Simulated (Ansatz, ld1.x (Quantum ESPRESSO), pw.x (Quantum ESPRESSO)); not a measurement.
**Equation-of-state test of one RRKJ potential (boron (B))**

- Element: B
- Generator: ld1.x (Quantum ESPRESSO) 7.5
- Type: norm-conserving RRKJ (Kleinman–Bylander form)
- Functional: PBE
- Relativity: scalar-relativistic
- Frozen core: [He]
- Valence charge: 3
- Reference configuration: 2s2 2p1
- Partial waves: 2s (bound): rc 1.20 bohr; 2p (bound): rc 3.60 bohr; 3d channel at 0.1 Ry: rc 3.90 bohr
- Local potential: all-electron potential smoothed inside 2.00 bohr (lloc = -1)
- Core correction: Bessel-smoothed model core inside 1.20 bohr

Atomic tests: cutoffs needed: 25 Ry and 40 Ry (the cutoffs (Ry, on a coarse ladder) from which the occupation-weighted sum of valence levels, in a spherical-Bessel basis at the reference potential, stays within 10 and 1 mRy of its value at 400 Ry); ghost test: no extra level below or beside the all-electron valence levels (s, p, d, f tested) (spherical-Bessel basis up to 400 Ry, 20 bohr box); configuration tests: 1 of 7 tests not solved or not reliable.

Crystal test: sc B in pw.x 7.5, no spin, 17³ k-points, Fermi–Dirac smearing 0.01 Ry, cutoffs 50/200 Ry. The reference is all-electron LAPW (Ansatz 0.2.0) with the same functional, mesh and smearing; V0 and B0 come from Birch–Murnaghan fits to the pressures at five volumes. Errors are pseudo minus all-electron; Δ is the rms difference of the E(V) curves that follow from these fits, minima aligned, over ±6 % about the mean V0. Mesh and smearing are coarse, so the numbers serve the comparison and aren't converged zero-temperature values; the lattice is a test structure that the element need not adopt.

| V (Å³/atom) | P all-electron (GPa) | P pseudo (GPa) |
| --- | --- | --- |
| 6.385 | 12.58 | -126.67 |
| 6.553 | 5.67 | -124.12 |
| 6.721 | -0.49 | -121.57 |
| 6.889 | -5.97 | -119.01 |
| 7.057 | -10.85 | -116.45 |

All-electron: a0 = 1.886 Å (V0 = 6.71 Å³/atom), B0 = 233.9 GPa.

Pseudopotential: converged, but broken (pressure over 100 GPa off). The pressure does not cross zero within the volumes sampled, so no fit is given. The largest radius (3.90 bohr) exceeds half the bond length (1.78 bohr), so the spheres overlap, which is one possible source of error among others. The pseudo pressure rises with volume over the whole range, a mechanical instability. Atomic configuration tests: 1 of 7 tests not solved or not reliable. A pressure error of this size marks a broken potential; the numbers have no physical meaning.

**Question.** At the middle volume, how do free energy and pressure move when the wave cutoff is lowered (ecutrho kept at four times it)?

**Answer.**

```json
{"cutoff (Ry)": "22", "shift of F (meV/atom)": "+119.1", "shift of P (GPa)": "-7.26"}
{"cutoff (Ry)": "30", "shift of F (meV/atom)": "+26.2", "shift of P (GPa)": "-2.27"}
{"cutoff (Ry)": "40", "shift of F (meV/atom)": "+3.3", "shift of P (GPa)": "-0.35"}
```

Input at the middle volume:

```
&control
  calculation='scf', prefix='x', pseudo_dir='./', outdir='./tmp', tstress=.true., disk_io='none'
/
&system
  ibrav=0, nat=1, ntyp=1, ecutwfc=50, ecutrho=200, nbnd=8,
  occupations='smearing', smearing='fd', degauss=0.01
/
&electrons
  conv_thr=1e-09, mixing_beta=0.4, electron_maxstep=70
/
ATOMIC_SPECIES
B 1.0 B.UPF
CELL_PARAMETERS angstrom
  1.88717119 0.00000000 0.00000000
  0.00000000 1.88717119 0.00000000
  0.00000000 0.00000000 1.88717119
ATOMIC_POSITIONS crystal
B 0.0000 0.0000 0.0000
K_POINTS automatic
17 17 17 0 0 0
```

```bash
pw.x < B.scf.in > B.scf.out
```

Lines of the output:

```
Message from routine setup:
     using ibrav=0 with symmetry is DISCOURAGED, use correct ibrav instead
     lattice parameter (alat)  =       3.5662  a.u.
     unit-cell volume          =      45.3556 (a.u.)^3
     number of electrons       =         3.00
     number of Kohn-Sham states=            8
     kinetic-energy cutoff     =      50.0000  Ry
     charge density cutoff     =     200.0000  Ry
     scf convergence threshold =      1.0E-09
     Exchange-correlation= PBE
     number of k points=   165  Fermi-Dirac smearing, width (Ry)=  0.0100
     iteration #  1     ecut=    50.00 Ry     beta= 0.40
     total energy              =      -5.76440246 Ry
     estimated scf accuracy    <       0.00441482 Ry
     iteration #  2     ecut=    50.00 Ry     beta= 0.40
     total energy              =      -5.76470539 Ry
     estimated scf accuracy    <       0.00160094 Ry
     iteration #  3     ecut=    50.00 Ry     beta= 0.40
     total energy              =      -5.76474369 Ry
     estimated scf accuracy    <       0.00000614 Ry
     iteration #  4     ecut=    50.00 Ry     beta= 0.40
     c_bands:  1 eigenvalues not converged
     total energy              =      -5.76474416 Ry
     estimated scf accuracy    <       0.00000063 Ry
     iteration #  5     ecut=    50.00 Ry     beta= 0.40
     total energy              =      -5.76474419 Ry
     estimated scf accuracy    <          4.1E-09 Ry
     iteration #  6     ecut=    50.00 Ry     beta= 0.40
     the Fermi energy is     9.1926 ev
!    total energy              =      -5.76474419 Ry
     estimated scf accuracy    <          6.3E-10 Ry
     smearing contrib. (-TS)   =      -0.00157229 Ry
     The total energy is F=E-TS. E is the sum of the following terms:
     one-electron contribution =       3.63723932 Ry
     hartree contribution      =       0.04381345 Ry
     xc contribution           =      -2.28382572 Ry
     ewald contribution        =      -7.16039894 Ry
     convergence has been achieved in   6 iterations
          total   stress  (Ry/bohr**3)                   (kbar)     P=    -1215.65
     Message from routine punch:
     Nothing written, as per user request (disk_io='none')
```

The run at the middle volume (165 k-points, 6 iterations) took about 3 s on one core of a shared host (Neoverse-V2, 96 threads, 742 GiB, load 43).
